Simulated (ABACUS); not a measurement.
# ZnS (F-43m) in ABACUS: settings compared, part 2 of 2

ABACUS 3.10.1.

**4. Relaxation of cell and atoms, rSCAN**

run_abacus.py

```python
"""Relaxation by an ASE optimiser with ABACUS as a small file-based calculator."""
import re
import subprocess
import spglib
from ase import Atoms
import numpy as np
from ase.calculators.calculator import Calculator, all_changes
from ase.filters import FrechetCellFilter
from ase.io import read
from ase.optimize import LBFGS
from ase.stress import full_3x3_to_voigt_6_stress
from ase.units import Bohr, GPa

atoms = read("ZnS.cif")
cell, frac, numbers = spglib.standardize_cell((atoms.cell[:], atoms.get_scaled_positions(), atoms.numbers), to_primitive=True, symprec=1e-4)
atoms = Atoms(numbers=numbers, cell=cell, scaled_positions=frac, pbc=True)  # the primitive cell
atoms = atoms[(-atoms.numbers).argsort(kind="stable")]  # ABACUS lists atoms element by element
pseudo = {'Zn': 'Zn_ONCV_PBE-1.2.upf', 'S': 'S_ONCV_PBE-1.2.upf'}
orbital = {}
magmoms = None
kmesh = [6, 6, 6]
params = {
    'suffix': 'ZnS',
    'calculation': 'scf',
    'basis_type': 'pw',
    'pseudo_dir': './',
    'symmetry': 1,
    'dft_functional': 'MGGA_X_RSCAN+MGGA_C_RSCAN',
    'ecutwfc': 97,
    'pseudo_rcut': 10,
    'nspin': 1,
    'nbands': 17,
    'ks_solver': 'dav',
    'smearing_method': 'fd',
    'smearing_sigma': 0.00367493,
    'scf_thr': 1e-08,
    'scf_nmax': 100,
    'mixing_type': 'broyden',
    'mixing_beta': 0.7,
    'cal_force': 1,
    'cal_stress': 1,
    'mixing_tau': 1,
    'kpar': 4,
}

def write_input(atoms):
    symbols = atoms.get_chemical_symbols()
    elements = list(dict.fromkeys(symbols))
    lines = ["ATOMIC_SPECIES"] + [f"{e} {atoms.get_masses()[symbols.index(e)]:.4f} {pseudo[e]}" for e in elements]
    if orbital:
        lines += ["", "NUMERICAL_ORBITAL"] + [orbital[e] for e in elements]
    lines += ["", "LATTICE_CONSTANT", f"{1 / Bohr:.10f}", "", "LATTICE_VECTORS"]
    lines += [" ".join(f"{x:.10f}" for x in v) for v in atoms.cell]
    lines += ["", "ATOMIC_POSITIONS", "Direct"]
    for e in elements:
        lines += ["", e, "0.0", str(symbols.count(e))]
        for i, p in enumerate(atoms.get_scaled_positions(wrap=False)):
            if symbols[i] == e:
                mag = "" if magmoms is None else " mag " + " ".join(str(x) for x in (magmoms[i] if isinstance(magmoms[i], list) else [magmoms[i]]))
                lines.append(" ".join(f"{x:.10f}" for x in p) + " 1 1 1" + mag)
    open("STRU", "w").write("\n".join(lines) + "\n")
    open("KPT", "w").write("K_POINTS\n0\nGamma\n%d %d %d 0 0 0\n" % tuple(kmesh))
    open("INPUT", "w").write("INPUT_PARAMETERS\n" + "".join(f"{k:<20s}{v}\n" for k, v in params.items()))

class Abacus(Calculator):
    implemented_properties = ["energy", "free_energy", "forces", "stress"]

    def calculate(self, atoms=None, properties=("energy",), system_changes=all_changes):
        super().calculate(atoms, properties, system_changes)
        write_input(self.atoms)
        subprocess.run(['mpirun', '-np', '4', 'abacus'], check=True)
        log = open("OUT.ZnS/running_scf.log").read()
        if "charge density convergence is achieved" not in log:
            raise RuntimeError("SCF not converged")
        rows = lambda title, n: np.array([l.split()[-3:] for l in log.split(title)[-1].split("\n")[2:2 + n]], float)
        energy = float(re.findall(r"FINAL_ETOT_IS (\S+)", log)[-1])
        stress = -rows("TOTAL-STRESS", 3) / 10 * GPa  # ABACUS prints kbar, compression positive
        self.results = dict(energy=energy, free_energy=energy, forces=rows("TOTAL-FORCE", len(self.atoms)), stress=full_3x3_to_voigt_6_stress(stress))

atoms.calc = Abacus()
opt = LBFGS(FrechetCellFilter(atoms), logfile="opt.log", trajectory="relax.traj")
print("optimiser converged:", opt.run(fmax=0.03, steps=60))
```

ZnS.cif

```cif
data_ZnS
_cell_length_a 5.40400000
_cell_length_b 5.40400000
_cell_length_c 5.40400000
_cell_angle_alpha 90.00000000
_cell_angle_beta 90.00000000
_cell_angle_gamma 90.00000000
_space_group_name_H-M_alt 'F-43m'
_space_group_name_Hall 'F -4 2 3'
_space_group_IT_number 216
loop_
_space_group_symop_operation_xyz
'x,y,z'
'y,-x,-z'
'-x,-y,z'
'-y,x,-z'
'x,-y,-z'
'y,x,z'
'-x,y,-z'
'-y,-x,z'
'z,x,y'
'-z,y,-x'
'z,-x,-y'
'-z,-y,x'
'-z,x,-y'
'z,y,x'
'-z,-x,y'
'z,-y,-x'
'y,z,x'
'-x,-z,y'
'-y,z,-x'
'x,-z,-y'
'-y,-z,x'
'x,z,y'
'y,-z,-x'
'-x,z,-y'
'x,y+1/2,z+1/2'
'y,-x+1/2,-z+1/2'
'-x,-y+1/2,z+1/2'
'-y,x+1/2,-z+1/2'
'x,-y+1/2,-z+1/2'
'y,x+1/2,z+1/2'
'-x,y+1/2,-z+1/2'
'-y,-x+1/2,z+1/2'
'z,x+1/2,y+1/2'
'-z,y+1/2,-x+1/2'
'z,-x+1/2,-y+1/2'
'-z,-y+1/2,x+1/2'
'-z,x+1/2,-y+1/2'
'z,y+1/2,x+1/2'
'-z,-x+1/2,y+1/2'
'z,-y+1/2,-x+1/2'
'y,z+1/2,x+1/2'
'-x,-z+1/2,y+1/2'
'-y,z+1/2,-x+1/2'
'x,-z+1/2,-y+1/2'
'-y,-z+1/2,x+1/2'
'x,z+1/2,y+1/2'
'y,-z+1/2,-x+1/2'
'-x,z+1/2,-y+1/2'
'x+1/2,y,z+1/2'
'y+1/2,-x,-z+1/2'
'-x+1/2,-y,z+1/2'
'-y+1/2,x,-z+1/2'
'x+1/2,-y,-z+1/2'
'y+1/2,x,z+1/2'
'-x+1/2,y,-z+1/2'
'-y+1/2,-x,z+1/2'
'z+1/2,x,y+1/2'
'-z+1/2,y,-x+1/2'
'z+1/2,-x,-y+1/2'
'-z+1/2,-y,x+1/2'
'-z+1/2,x,-y+1/2'
'z+1/2,y,x+1/2'
'-z+1/2,-x,y+1/2'
'z+1/2,-y,-x+1/2'
'y+1/2,z,x+1/2'
'-x+1/2,-z,y+1/2'
'-y+1/2,z,-x+1/2'
'x+1/2,-z,-y+1/2'
'-y+1/2,-z,x+1/2'
'x+1/2,z,y+1/2'
'y+1/2,-z,-x+1/2'
'-x+1/2,z,-y+1/2'
'x+1/2,y+1/2,z'
'y+1/2,-x+1/2,-z'
'-x+1/2,-y+1/2,z'
'-y+1/2,x+1/2,-z'
'x+1/2,-y+1/2,-z'
'y+1/2,x+1/2,z'
'-x+1/2,y+1/2,-z'
'-y+1/2,-x+1/2,z'
'z+1/2,x+1/2,y'
'-z+1/2,y+1/2,-x'
'z+1/2,-x+1/2,-y'
'-z+1/2,-y+1/2,x'
'-z+1/2,x+1/2,-y'
'z+1/2,y+1/2,x'
'-z+1/2,-x+1/2,y'
'z+1/2,-y+1/2,-x'
'y+1/2,z+1/2,x'
'-x+1/2,-z+1/2,y'
'-y+1/2,z+1/2,-x'
'x+1/2,-z+1/2,-y'
'-y+1/2,-z+1/2,x'
'x+1/2,z+1/2,y'
'y+1/2,-z+1/2,-x'
'-x+1/2,z+1/2,-y'
loop_
_atom_site_label
_atom_site_type_symbol
_atom_site_symmetry_multiplicity
_atom_site_Wyckoff_symbol
_atom_site_fract_x
_atom_site_fract_y
_atom_site_fract_z
_atom_site_occupancy
Zn1 Zn 4 c 0.2500000000 0.2500000000 0.2500000000 1
S1 S 4 a 0.0000000000 0.0000000000 0.0000000000 1
```

On the command line:

```bash
> OMP_NUM_THREADS=1 python run_abacus.py > log
```

Run time: 38 s. Hardware: 4 MPI ranks of Intel Xeon Platinum 8488C (Sapphire Rapids), shared host; peak memory 0.44 GiB.

The run converged. Its results:

```yaml
Free_energy: -5730.0678 eV
Relaxed_volume: 19.71 Å³/atom
Relaxed_cell: a = 3.820 Å, b = 3.820 Å, c = 3.820 Å, α = 60.00°, β = 60.00°, γ = 60.00°
Space_group_after_relaxing_to_0.05_Å: F-43m (No. 216)
Energy_gained_by_relaxing: 0.0 meV/atom
Ionic_steps: 2
Pressure_after_relaxing: -0.2 GPa
Band_gap_on_the_k_mesh: 2.59 eV, direct
```

Final structure:
```
CELL_PARAMETERS angstrom
0.00000 2.70140 2.70140
2.70140 0.00000 2.70140
2.70140 2.70140 0.00000
ATOMIC_POSITIONS crystal
Zn 0.25000 0.25000 0.25000
S 0.00000 0.00000 0.00000
```

Levels at points of the mesh, in eV from the valence-band top:
| k point | band 9 | band 10 | band 11 | band 12 | band 13 | band 14 | band 15 | band 16 | band 17 |
| --- | --- | --- | --- | --- | --- | --- | --- | --- | --- |
| (0.00, 0.00, 0.00) | -6.20 | -6.20 | 0.00 | 0.00 | 0.00 | 2.59 | 7.01 | 7.01 | 7.01 |
| (0.50, 0.50, 0.50) | -6.16 | -5.98 | -5.35 | -0.87 | -0.87 | 3.82 | 7.48 | 7.48 | 9.40 |
| (0.50, 0.50, 0.00) | -6.12 | -5.96 | -4.64 | -2.25 | -2.25 | 3.75 | 4.54 | 11.72 | 12.87 |

Caveat: the potentials were made for another functional, which shifts forces and pressure.

**5. Summary**

```tsv
task	level	cell	optimiser	force threshold	max steps	cell moves	gap on the mesh (eV)	pressure (GPa)
single point	M06-L	as given	-	-	-	-	2.54	1.5
single point	rSCAN	as given	-	-	-	-	2.59	-0.3
relaxation of cell and atoms	rSCAN	relaxed	ASE LBFGS	0.03 eV/Å	60	yes	2.59	-0.2
```

Alike in all rows: potentials or basis SG15 ONCV 1.2 PBE, plane waves; no spin polarisation; k mesh 6 × 6 × 6; cutoff (eV) 1320; smearing fermi-dirac 0.05 eV.

Caveats: the potentials were made for another functional, which shifts forces and pressure.

Absolute energies hang on the potentials; compare differences alone.

**6. Against experiment**

Step 2. A measured gap of ZnS is 3.85 eV (direct; 19 K; quoted in “Electronic, vibrational, and thermodynamic properties of ZnS (zincblende and rocksalt structure)”, 2009, arxiv:0911.5022); the calculated 2.54 eV misses it by -1.31 eV. The value is that of M06-L, without temperature or zero-point motion.

Step 3. Measured gap of ZnS: 3.85 eV (direct; 19 K; quoted in “Electronic, vibrational, and thermodynamic properties of ZnS (zincblende and rocksalt structure)”, 2009, arxiv:0911.5022). This calculation gives 2.59 eV (-1.26 eV). The value is that of rSCAN, without temperature or zero-point motion.
